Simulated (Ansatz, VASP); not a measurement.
Given: the input of a run of Ansatz 0.2.0 on BN. The cell is a database's computed one, not the measured one.

input.yaml

```yaml
crystal:
  lattice:
    - [0.0, 1.813001, 1.813001]
    - [1.813001, 0.0, 1.813001]
    - [1.813001, 1.813001, 0.0]
  atoms:
    - { symbol: "N", position: [0.25, 0.25, 0.25] }
    - { symbol: B, position: [0.0, 0.0, 0.0] }
hamiltonian:
  xc: rpbe
  pseudopotentials: { kind: paw }
kpoints:
  mp_grid: { grid: [13, 13, 13] }
scf:
  occupations: { method: gaussian, width: 0.02 }
output:
  forces: true
  stress: true
  eigenvalues: true
  write_density: true
  write_potential: true
  elf: true
  volumetric_format: npy
```

Potentials or basis: Ansatz PAW.

Run with:

```console
$ ansatz run input.yaml --threads 2 --pin off --max-ram 5632MiB --backend cpu --events-out ev --progress --plain --runs-dir out
```

Task: Set up the same calculation for VASP 6.6.1. Potentials or basis there: PBE PAW files B, N, release 54, 520 eV.

Result: As run (cutoffs and basis follow the program's own potentials, and thresholds, step limits or extra output files can differ):

The input INCAR:

```
PREC = Accurate ; ENCUT = 520
EDIFF = 1E-6 ; ISMEAR = 0
SIGMA = 0.02 ; LREAL = F
LASPH = T ; NELM = 100
ALGO = Fast ; ISIF = 2
LWAVE = F ; LCHARG = F
GGA = RP
```

Contents of KPOINTS:

```
Automatic mesh
0
Gamma
  13 13 13
```

The input POSCAR:

```
BN
1.0
    0.0000000000      1.8130010000      1.8130010000
    1.8130010000      0.0000000000      1.8130010000
    1.8130010000      1.8130010000      0.0000000000
N B
1 1
Direct
    0.2500000000      0.2500000000      0.2500000000
    0.0000000000      0.0000000000      0.0000000000
```

Potentials or basis: VASP PAW PBE potentials, release 54 (N, B).

The run is started by

```sh
$ cat potpaw_PBE.54/N/POTCAR potpaw_PBE.54/B/POTCAR > POTCAR
$ mpirun -np 1 vasp_std > vasp.out
```

Both were run:

|  | Ansatz | VASP |
| --- | --- | --- |
| Pressure | 5.4 GPa | 5.6 GPa |

Ansatz's pressure holds a Pulay term of +0.94 GPa for its cutoff of 420 eV, which the other run lacks.

Ansatz's potentials were made for PBE. VASP's potentials were made for PBE.

Where Ansatz's input types no cutoff or centring, it takes its own default and a Γ-centred mesh.

Pressure is positive in compression.
